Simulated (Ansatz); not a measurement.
# In (I4/mmm) in Ansatz: equation of state

Aim: energy against volume of In in PBE, for its equilibrium volume and stiffness.

Everything below comes from runs of Ansatz 0.2.0. Logs are shortened: lines on timing, memory, paths and dates and some standing lists are left out, and cuts for length are marked.

**1. The crystal as given**

The structure is tetragonal, space group I4/mmm (No. 139). The conventional cell has a = 3.251 Å, b = 3.251 Å, c = 4.947 Å, α = 90.00°, β = 90.00°, γ = 90.00°. In (site symmetry 4/mmm) is surrounded by 12 In at 3.25 to 3.38 Å.

**2. Single point, PBE, 24.57 Å³/atom (volume scaled by 0.94)**

File input.yaml:

```yaml
crystal:
  lattice:
    - [-1.5922878321, 1.5922878321, 2.4232021571]
    - [1.5922878321, -1.5922878321, 2.4232021571]
    - [1.5922878321, 1.5922878321, -2.4232021571]
  atoms:
    - { symbol: In, position: [0.0, 0.0, 0.0] }
hamiltonian:
  xc: pbe
  pseudopotentials: { kind: paw }
kpoints:
  mp_grid: { grid: [11, 11, 11] }
scf:
  occupations: { method: fermi_dirac, width: 0.05 }
output:
  forces: true
  stress: true
  eigenvalues: true
```

Potentials or basis: Ansatz PAW.

On the command line:

```sh
ansatz run input.yaml --threads 1 --pin off --max-ram 2560MiB --backend cpu --events-out ev --progress --plain --runs-dir out
```

Output:

```text
Warning: RAYON_NUM_THREADS=1 ignored (pool sized by the plan → 1); use --threads N
Engine: ansatz 0.2.0, aarch64-unknown-linux-gnu
Pseudopotentials: kind: paw
Pseudopotential: In, paw, valence charge 13, recommended cutoff 420 eV (normal), In.paw.azcp
Functional definition: PBE
  parameter kappa = 0.804
  parameter beta = 0.06672455060314922
  exchange = pbe_x(kappa = kappa, mu = beta*pi^2/3)
  correlation = pbe_c(beta = beta)
Crystal: 1 atoms, lattice volume = 24.575 Å³
Basis set: ecut = 420 eV, 493 PW (Γ), exchange–correlation on 48×48×48 points (8 copies of the dense FFT grid, shifted against one another)
Bands: 11, of which v1, the nominal top of the filled ones, is band 7 counted from 1 (6 counted from 0)
Symmetry: 16 space group operations
Space group: I4/mmm (ITA 139), of the structure as read, at distance tolerance 2.9e-5 Å
k-points: 126 of 1331
Non-local potential: In, projectors of the file, l = 0: 2, l = 1: 2, l = 2: 2, l = 3: 2
PAW form: soft (Blöchl's): semilocal exchange-correlation on the pseudo side does not see the compensation charge
PAW one-centre angular grid: In, 590 points (default); XC on 64 Gauss nodes
Initial density: superposition of atomic densities (neutral atoms: chi_scale 0, normalization atom), corrected by the library's trained network
Initial wavefunctions: pseudopotential atomic-orbital guess
Functional: x = pbe(κ = 0.804, μ = 0.2195149727645171), c = pbe(β = 0.06672455060314922)
SCF iter   1: F=—  HF=-5597.802537 eV  |F-HF|=—  |Δ(HF+E_count)|=         —  Δρ=8.15e-4  dr2=1.27e-4  ethr=1.77e-3  ⟨swp⟩=5.2  Hψ=8284  notcnv=0
preconditioner: auto → none  [metal: Δε(μ)=0.096 eV  Ē_g=20.102 eV  σ=0.050 eV  W_gap=0.43  n_scr=8 (ndim 8)  ℏωp=27.0 eV  f_vac=0.000  D(μ)=0.38/eV (n_scr^D=0)  sad-step TF]
SCF iter   2: F=—  HF=-5597.802146 eV  |F-HF|=—  |Δ(HF+E_count)|=   3.91e-4  Δρ=4.75e-4  dr2=6.12e-5  ethr=9.77e-7  ⟨swp⟩=2.1  Hψ=3072  notcnv=0
SCF iter   3: F=—  HF=-5597.802173 eV  |F-HF|=—  |Δ(HF+E_count)|=   2.71e-5  Δρ=4.39e-4  dr2=3.14e-5  ethr=4.70e-7  ⟨swp⟩=2.0  Hψ=2155  notcnv=0
SCF iter   4: F=—  HF=-5597.802158 eV  |F-HF|=—  |Δ(HF+E_count)|=   1.55e-5  Δρ=1.34e-4  dr2=2.78e-6  ethr=2.42e-7  ⟨swp⟩=2.4  Hψ=2177  notcnv=0
SCF iter   5: F=—  HF=-5597.802157 eV  |F-HF|=—  |Δ(HF+E_count)|=   5.84e-7  Δρ=1.20e-4  dr2=2.12e-6  ethr=2.14e-8  ⟨swp⟩=2.0  Hψ=2156  notcnv=0
SCF iter   6: F=—  HF=-5597.802156 eV  |F-HF|=—  |Δ(HF+E_count)|=   9.09e-7  Δρ=6.09e-5  dr2=5.34e-7  ethr=1.63e-8  ⟨swp⟩=2.0  Hψ=1981  notcnv=0
SCF iter   7: F=-5597.802156 eV  HF=-5597.802156 eV  |F-HF|=4.01e-8  |Δ(HF+E_count)|=   3.00e-7  Δρ=1.51e-5  dr2=3.31e-8  ethr=7.69e-10  ⟨swp⟩=4.5  Hψ=5532  notcnv=0
SCF 1 converged in 7 iterations: F = -5597.802156 eV  dr2 = 3.31e-8
SCF converged after 7 iterations
Free energy (F): -5597.802156 eV
Harris-Foulkes:  -5597.802156 eV  (|F-HF|=4.01e-8)
Internal energy: -5597.798767 eV  (E = F + TS)
E sigma→0 (E₀):  -5597.800462 eV
Entropy (-TS):   -0.003389 eV (-3.389 meV/atom)
Fermi energy:    11.220717 eV
--- Per-component energies (eV) ---
  E_band       = -12.572530
  E_kinetic    = 242.252009
  E_local      = -1036.474861  (includes V_loc(G=0)·N_el)
  E_nonlocal   = 366.133880
  E_hartree    = 407.621015
  E_xc         = -216.420937
  E_vxc        = -100.573729  (∫ρ·V_xc dr)
  E_paw        = -4152.269701  (= ΣΔE_a)
  E_vpaw       = -299.158783  (= ΣTr[D̂ρ^β])
  E_aug_tail   = 0.000026  (compensation charges beyond the density's cutoff)
  E_ewald      = -1208.640197
  E_smearing   = -0.003389  (= −TS)
  E_closure    = -0.000000  (closes the sum)
  Σ components = -5597.802156   (vs F -5597.802156, Δ=0.00e0)
--- Forces (eV/Å), atoms counted from 1 ---
  atom   1  In     0.00000000     0.00000000     0.00000000
  max |Σ_I F_I| component: 9.86e-32 eV/Å
--- Stress (GPa, compression-positive) ---
        5.601756      -0.000000       0.000000
       -0.000000       5.601756       0.000000
       -0.000000       0.000000       4.708076
  P = ⅓ Tr σ = 5.3039 GPa (53.039 kbar)
--- Band table (eV; the first three rows and the last of 126) ---
  k-point 0: bands = ["-3.6271", "-3.5031", "-3.5031", "-3.4055", "-3.2848", "1.1765", "22.2786", "22.2786", "22.4795", "22.8572", "25.6666"]
  k-point 1: bands = ["-3.5861", "-3.5260", "-3.4783", "-3.3960", "-3.3018", "1.4426", "20.8185", "21.0100", "21.4125", "21.9587", "27.0043"]
  k-point 2: bands = ["-3.5872", "-3.4729", "-3.4166", "-3.4098", "-3.3105", "2.2504", "18.6976", "18.9353", "19.8362", "20.7040", "23.0028"]
  k-point 125: bands = ["-3.8125", "-3.6817", "-3.1785", "-3.1529", "-3.1326", "8.4032", "8.4247", "14.6666", "16.2316", "19.7644", "21.3036"]
```

Wall time 2.4 s (1 thread of Arm Neoverse V1, shared host); peak memory 0.3 GiB.

Results:

| Item | Value |
| --- | --- |
| Free energy | -5597.8022 eV |
| Pressure | 5.3 GPa |
| Band gap on the k mesh | none (metal or under the smearing width) |

**3. Single point, PBE, 25.10 Å³/atom (volume scaled by 0.96)**

Changes to input.yaml since step 2:

```diff
@@ -2,5 +2,5 @@
   lattice:
-    - [-1.5922878321, 1.5922878321, 2.4232021571]
-    - [1.5922878321, -1.5922878321, 2.4232021571]
-    - [1.5922878321, 1.5922878321, -2.4232021571]
+    - [-1.6035014962, 1.6035014962, 2.4402675233]
+    - [1.6035014962, -1.6035014962, 2.4402675233]
+    - [1.6035014962, 1.6035014962, -2.4402675233]
   atoms:
```

Potentials or basis: Ansatz PAW.

On the command line:

```sh
ansatz run input.yaml --threads 1 --pin off --max-ram 2560MiB --backend cpu --events-out ev --progress --plain --runs-dir out
```

It took 2.4 s on 1 thread of Arm Neoverse V1, shared host; peak memory 0.3 GiB.

It converged, with:

```yaml
Free_energy: -5597.8174 eV
Pressure: 4.1 GPa
Band_gap_on_the_k_mesh: none (metal or under the smearing width)
```

**4. Single point, PBE, 25.62 Å³/atom (volume scaled by 0.98)**

Changes to input.yaml since step 3:

```diff
@@ -2,5 +2,5 @@
   lattice:
-    - [-1.6035014962, 1.6035014962, 2.4402675233]
-    - [1.6035014962, -1.6035014962, 2.4402675233]
-    - [1.6035014962, 1.6035014962, -2.4402675233]
+    - [-1.6145604767, 1.6145604767, 2.4570974863]
+    - [1.6145604767, -1.6145604767, 2.4570974863]
+    - [1.6145604767, 1.6145604767, -2.4570974863]
   atoms:
```

Potentials or basis: Ansatz PAW.

On the command line:

```sh
ansatz run input.yaml --threads 1 --pin off --max-ram 2560MiB --backend cpu --events-out ev --progress --plain --runs-dir out
```

Output:

```text
Warning: RAYON_NUM_THREADS=1 ignored (pool sized by the plan → 1); use --threads N
[... 8 set-up lines as earlier in the session ...]
Crystal: 1 atoms, lattice volume = 25.621 Å³
Basis set: ecut = 420 eV, 517 PW (Γ), exchange–correlation on 48×48×48 points (8 copies of the dense FFT grid, shifted against one another)
Bands: 11, of which v1, the nominal top of the filled ones, is band 7 counted from 1 (6 counted from 0)
[... 2 set-up lines as earlier in the session ...]
k-points: 126 of 1331
[... 6 set-up lines as earlier in the session ...]
SCF iter   1: F=—  HF=-5597.829363 eV  |F-HF|=—  |Δ(HF+E_count)|=         —  Δρ=9.36e-4  dr2=1.63e-4  ethr=1.77e-3  ⟨swp⟩=5.2  Hψ=8271  notcnv=0
preconditioner: auto → none  [metal: Δε(μ)=0.068 eV  Ē_g=19.845 eV  σ=0.050 eV  W_gap=0.32  n_scr=8 (ndim 8)  ℏωp=26.5 eV  f_vac=0.000  D(μ)=0.44/eV (n_scr^D=0)  sad-step TF]
SCF iter   2: F=—  HF=-5597.828946 eV  |F-HF|=—  |Δ(HF+E_count)|=   4.17e-4  Δρ=5.34e-4  dr2=7.58e-5  ethr=1.25e-6  ⟨swp⟩=2.0  Hψ=3054  notcnv=0
SCF iter   3: F=—  HF=-5597.828976 eV  |F-HF|=—  |Δ(HF+E_count)|=   2.98e-5  Δρ=4.59e-4  dr2=3.54e-5  ethr=5.83e-7  ⟨swp⟩=2.0  Hψ=2157  notcnv=0
SCF iter   4: F=—  HF=-5597.828958 eV  |F-HF|=—  |Δ(HF+E_count)|=   1.82e-5  Δρ=1.39e-4  dr2=3.00e-6  ethr=2.72e-7  ⟨swp⟩=2.4  Hψ=2181  notcnv=0
SCF iter   5: F=—  HF=-5597.828957 eV  |F-HF|=—  |Δ(HF+E_count)|=   5.15e-7  Δρ=1.25e-4  dr2=2.39e-6  ethr=2.31e-8  ⟨swp⟩=2.0  Hψ=2158  notcnv=0
SCF iter   6: F=—  HF=-5597.828956 eV  |F-HF|=—  |Δ(HF+E_count)|=   1.08e-6  Δρ=6.34e-5  dr2=5.96e-7  ethr=1.84e-8  ⟨swp⟩=2.0  Hψ=1987  notcnv=0
SCF iter   7: F=-5597.828956 eV  HF=-5597.828956 eV  |F-HF|=4.35e-8  |Δ(HF+E_count)|=   3.52e-7  Δρ=1.52e-5  dr2=3.44e-8  ethr=7.69e-10  ⟨swp⟩=4.5  Hψ=5498  notcnv=0
SCF 1 converged in 7 iterations: F = -5597.828956 eV  dr2 = 3.44e-8
SCF converged after 7 iterations
Free energy (F): -5597.828956 eV
Harris-Foulkes:  -5597.828956 eV  (|F-HF|=4.35e-8)
Internal energy: -5597.825227 eV  (E = F + TS)
E sigma→0 (E₀):  -5597.827091 eV
Entropy (-TS):   -0.003729 eV (-3.729 meV/atom)
Fermi energy:    10.594293 eV
--- Per-component energies (eV) ---
  E_band       = -19.839359
  E_kinetic    = 241.695345
  E_local      = -1062.191437  (includes V_loc(G=0)·N_el)
  E_nonlocal   = 366.091197
  E_hartree    = 416.901566
  E_xc         = -216.180256
  E_vxc        = -100.233878  (∫ρ·V_xc dr)
  E_paw        = -4152.174500  (= ΣΔE_a)
  E_vpaw       = -299.010811  (= ΣTr[D̂ρ^β])
  E_aug_tail   = 0.000026  (compensation charges beyond the density's cutoff)
  E_ewald      = -1191.967168
  E_smearing   = -0.003729  (= −TS)
  E_closure    = -0.000000  (closes the sum)
  Σ components = -5597.828956   (vs F -5597.828956, Δ=0.00e0)
--- Forces (eV/Å), atoms counted from 1 ---
  atom   1  In     0.00000000     0.00000000     0.00000000
  max |Σ_I F_I| component: 7.70e-34 eV/Å
--- Stress (GPa, compression-positive) ---
        3.222539      -0.000000       0.000000
       -0.000000       3.222539       0.000000
        0.000000      -0.000000       2.559589
  P = ⅓ Tr σ = 3.0016 GPa (30.016 kbar)
--- Band table (eV; the first three rows and the last of 126) ---
  k-point 0: bands = ["-4.1792", "-4.0670", "-4.0670", "-3.9807", "-3.8722", "0.8656", "21.2863", "21.2863", "21.4707", "22.1650", "24.6780"]
  k-point 1: bands = ["-4.1421", "-4.0872", "-4.0447", "-3.9720", "-3.8873", "1.1230", "19.8852", "20.0799", "20.4297", "21.2234", "26.0312"]
  k-point 2: bands = ["-4.1414", "-4.0399", "-3.9890", "-3.9831", "-3.8951", "1.9035", "17.8424", "18.0910", "18.8413", "19.9514", "22.1705"]
  k-point 125: bands = ["-4.3425", "-4.2210", "-3.7766", "-3.7529", "-3.7352", "7.7399", "7.9656", "13.9786", "15.4991", "18.9289", "20.4237"]
```

Run time: 2.4 s. Hardware: 1 thread of Arm Neoverse V1, shared host; peak memory 0.3 GiB.

What came out:

| Item | Value |
| --- | --- |
| Free energy | -5597.8290 eV |
| Pressure | 3.0 GPa |
| Band gap on the k mesh | none (metal or under the smearing width) |

**5. Single point, PBE, 26.14 Å³/atom**

Changes to input.yaml since step 4:

```diff
@@ -2,5 +2,5 @@
   lattice:
-    - [-1.6145604767, 1.6145604767, 2.4570974863]
-    - [1.6145604767, -1.6145604767, 2.4570974863]
-    - [1.6145604767, 1.6145604767, -2.4570974863]
+    - [-1.62547, 1.62547, 2.4737]
+    - [1.62547, -1.62547, 2.4737]
+    - [1.62547, 1.62547, -2.4737]
   atoms:
```

On the command line:

```sh
ansatz run input.yaml --threads 1 --pin off --max-ram 2560MiB --backend cpu --events-out ev --progress --plain --runs-dir out
```

It took 2.7 s on 1 thread of Arm Neoverse V1, shared host; peak memory 0.3 GiB.

It converged, with:

```
Free energy            : -5597.8372 eV
Pressure               : 2.0 GPa
Band gap on the k mesh : none (metal or under the smearing width)
```

**6. Single point, PBE, 26.67 Å³/atom (volume scaled by 1.02)**

Changes to input.yaml since step 5:

```diff
@@ -2,5 +2,5 @@
   lattice:
-    - [-1.62547, 1.62547, 2.4737]
-    - [1.62547, -1.62547, 2.4737]
-    - [1.62547, 1.62547, -2.4737]
+    - [-1.6362350157, 1.6362350157, 2.4900825966]
+    - [1.6362350157, -1.6362350157, 2.4900825966]
+    - [1.6362350157, 1.6362350157, -2.4900825966]
   atoms:
```

Potentials or basis: Ansatz PAW.

On the command line:

```sh
ansatz run input.yaml --threads 1 --pin off --max-ram 2560MiB --backend cpu --events-out ev --progress --plain --runs-dir out
```

It took 2.4 s on 1 thread of Arm Neoverse V1, shared host; peak memory 0.3 GiB.

It converged, with:

```
Free energy            : -5597.8424 eV
Pressure               : 1.2 GPa
Band gap on the k mesh : none (metal or under the smearing width)
```

**7. Single point, PBE, 27.19 Å³/atom (volume scaled by 1.04)**

File input.yaml:

```yaml
crystal:
  lattice:
    - [-1.6468602161, 1.6468602161, 2.5062524172]
    - [1.6468602161, -1.6468602161, 2.5062524172]
    - [1.6468602161, 1.6468602161, -2.5062524172]
  atoms:
    - { symbol: In, position: [0.0, 0.0, 0.0] }
hamiltonian:
  xc: pbe
  pseudopotentials: { kind: paw }
kpoints:
  mp_grid: { grid: [11, 11, 11] }
scf:
  occupations: { method: fermi_dirac, width: 0.05 }
output:
  forces: true
  stress: true
  eigenvalues: true
  write_density: true
  write_potential: true
  elf: true
  volumetric_format: npy
```

On the command line:

```sh
ansatz run input.yaml --threads 1 --pin off --max-ram 2560MiB --backend cpu --events-out ev --progress --plain --runs-dir out
```

Wall time 3.2 s (1 thread of Arm Neoverse V1, shared host); peak memory 0.31 GiB.

Results (log left out):

| Property | Result |
| --- | --- |
| Free energy | -5597.8451 eV |
| Pressure | 0.4 GPa |
| Band gap on the k mesh | none (metal or under the smearing width) |

**8. Single point, PBE, 27.71 Å³/atom (volume scaled by 1.06)**

File input.yaml:

```yaml
crystal:
  lattice:
    - [-1.6573500545, 1.6573500545, 2.5222162388]
    - [1.6573500545, -1.6573500545, 2.5222162388]
    - [1.6573500545, 1.6573500545, -2.5222162388]
  atoms:
    - { symbol: In, position: [0.0, 0.0, 0.0] }
hamiltonian:
  xc: pbe
  pseudopotentials: { kind: paw }
kpoints:
  mp_grid: { grid: [11, 11, 11] }
scf:
  occupations: { method: fermi_dirac, width: 0.05 }
output:
  forces: true
  stress: true
  eigenvalues: true
```

On the command line:

```sh
ansatz run input.yaml --threads 1 --pin off --max-ram 2560MiB --backend cpu --events-out ev --progress --plain --runs-dir out
```

Run time: 2.4 s. Hardware: 1 thread of Arm Neoverse V1, shared host; peak memory 0.31 GiB.

It converged, with:

* Free energy: -5597.8454 eV
* Pressure: -0.2 GPa
* Band gap on the k mesh: none (metal or under the smearing width)

**9. Equation of state, PBE**

Potentials or basis: Ansatz PAW.

No new run: the results of the series are fitted here.

What came out:

- Equilibrium volume: 27.52 Å³/atom
- Bulk modulus at fixed shape and positions: 35 GPa
- Pressure derivative of the bulk modulus: 5.2

Energy against volume, from the lowest point:
| volume (Å³/atom) | energy (meV/atom) |
| --- | --- |
| 24.575 | 43.20 |
| 25.098 | 27.93 |
| 25.621 | 16.40 |
| 26.144 | 8.20 |
| 26.666 | 2.94 |
| 27.189 | 0.30 |
| 27.712 | 0.00 |

Caveat: the cell was scaled at fixed shape and fractional positions, which overstates the stiffness of a crystal with free parameters, most of all of layers and chains.
